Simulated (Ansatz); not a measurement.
# RbBr: frozen-core PAW against all-electron methods

```
Rb Br
1.0
     5.94208    0.00000    0.00000
    -2.97104    5.14600    0.00000
     0.00000    0.00000    6.95651
Rb Br
2 2
Cartesian
  0.0000 3.4307 -0.4313
  2.9710 1.7153 3.0470
  0.0000 3.4307 3.0469
  2.9710 1.7153 6.5252
```

Atom numbers follow the list: Rb1, Rb2, Br3, Br4.

The structure comes from a relaxation in the same program, started in the wurtzite type, and has space group P6_3/mmc. Whether it is a known phase or the ground state wasn't checked. The relaxation left the symmetry of that type.

Methods: DFT, PBE, PAW with Ansatz's default frozen-core files, scalar-relativistic (Ansatz 0.2.0); DFT, PBE, all-electron PAW with datasets made for the crystal, scalar-relativistic (Ansatz 0.2.0); DFT, PBE, all-electron LAPW, scalar-relativistic (Ansatz 0.2.0).

For PAW: a Γ-centred 10×10×6 k mesh, Fermi–Dirac smearing of 0.05 eV, cutoff 420 eV, no spin polarisation. The crystal-made all-electron datasets (AE datasets) take a cutoff of 200 eV at this cell. LAPW targets a basis error of 1 meV/atom. The Ansatz runs share mesh, smearing and spin set-up. Plane-wave (PAW) pressures include the program's estimate of the Pulay term.

Stress and pressure are positive in compression.

Spin–orbit coupling is left out, which moves gradients at and beside heavy atoms by some per cent and at worst by a factor of two.

Levels count from the top of the valence band.

```
                             quantity     PAW  AE datasets    LAPW
                       pressure (GPa)   -0.01        -0.01   -0.01
                        band gap (eV)   4.022        4.023   4.023
       highest filled level at L (eV)  -0.229       -0.228  -0.228
         lowest empty level at L (eV)   6.105        6.105   6.105
       highest filled level at H (eV)  -0.230       -0.230  -0.230
         lowest empty level at H (eV)   6.010        6.010   6.010
       highest filled level at Γ (eV)   0.000        0.000   0.000
         lowest empty level at Γ (eV)   4.022        4.023   4.023
field gradient Vzz at Rb1 (10²¹ V/m²)   -0.99        -0.98       –
field gradient Vzz at Br3 (10²¹ V/m²)    0.32         0.32       –
```

PAW's pressure differs from the LAPW value by about 0.01 GPa or less.
